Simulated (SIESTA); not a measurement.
Crystal: Mo.

```xyz
1
Lattice="-1.5838 1.5838 1.5838 1.5838 -1.5838 1.5838 1.5838 1.5838 -1.5838" Properties=species:S:1:pos:R:3 pbc="T T T"
Mo    0.0000    0.0000    0.0000
```

Program: SIESTA 5.4.2. Alike in all runs: task band structure; no spin polarisation; cell as given; k mesh 12 × 12 × 12; smearing fermi-dirac 0.05 eV; grid cutoff 800 Ry; energy shift 0.003 Ry.

Task: Order these runs on this cell by their pressure, lowest first.
A. level LDA; potentials or basis PseudoDojo 0.4 standard (LDA files), DZP (energy shift 0.003 Ry; two zetas on semicore shells)
B. level PBE; potentials or basis PseudoDojo 0.4 standard (PBE files), DZP (energy shift 0.003 Ry; two zetas on semicore shells)
C. level PBEsol; potentials or basis PseudoDojo 0.4 standard (PBEsol files), DZP (energy shift 0.003 Ry; two zetas on semicore shells)

Result: A (-11.1 GPa), C (-6.6 GPa), B (1.0 GPa).

Caveats: the basis of atomic orbitals isn't converged, which shifts pressures, moduli and gaps.
